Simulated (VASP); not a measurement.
Wanted: the native input for a VASP 6.6.1 run.

```
Task                   : relaxation of the atoms
Functional             : PBEsol
Potentials or basis    : VASP PAW PBE potentials, release 64 (Ca_sv, O)
Cutoff                 : 600 eV
k mesh                 : 10 × 10 × 10
Occupations            : gaussian, width 0.03 eV
Spin                   : no spin polarisation
Further INCAR settings : ALGO = Fast; EDIFF = 1e-07; IBRION = 2; EDIFFG = -0.01; NSW = 40
```

The structure of CaO (Lime) lies in POSCAR:

```
CaO                                     
1.0
    0.0000000000      2.3873311535      2.3873311535
    2.3873311535      0.0000000000      2.3873311535
    2.3873311535      2.3873311535      0.0000000000
  Ca              O             
     1     1
Direct
     0.0000000000000000    0.0000000000000000    0.0000000000000000
     0.5000000000000000    0.5000000000000000    0.5000000000000000
```

The input as run:

INCAR

```
ALGO     = Fast           # electronic algorithm
EDIFF    = 1E-7           # SCF threshold, eV
EDIFFG   = -0.01          # ionic threshold
ENCUT    = 600            # plane-wave cutoff, eV
GGA      = PS             # functional
IBRION   = 2              # ionic algorithm
ISIF     = 2              # what is computed and relaxed
ISMEAR   = 0              # smearing method
LASPH    = T              # aspherical terms in the spheres
LCHARG   = F              # write CHGCAR
LREAL    = F              # projectors in reciprocal space
LWAVE    = F              # write WAVECAR
NELM     = 80             # most SCF steps
NSW      = 40             # ionic steps
PREC     = Accurate       # precision mode
SIGMA    = 0.03           # smearing width, eV
```

KPOINTS

```
k-points
0
Gamma
  10 10 10
```

Potentials or basis: VASP PAW PBE potentials, release 64 (Ca_sv, O).

Command:

```console
$ cat potpaw_PBE.64/Ca_sv/POTCAR potpaw_PBE.64/O/POTCAR > POTCAR
$ mpirun -np 1 vasp_std > vasp.out
```

Results of the run:

| Item | Value |
| --- | --- |
| Pressure after relaxing | 0.0 GPa |
| Band gap on the k mesh | 3.53 eV, indirect (least direct gap 3.90 eV) |

Caveat: the relaxation stopped at its first step, so nothing moved; the PAW data sets were made with another functional, which shifts forces and pressure a little.

Run time: 17 s on 1 thread of Intel(R) Xeon(R) 6975P-C (Granite Rapids), on a shared host, peak memory 0.16 GiB.
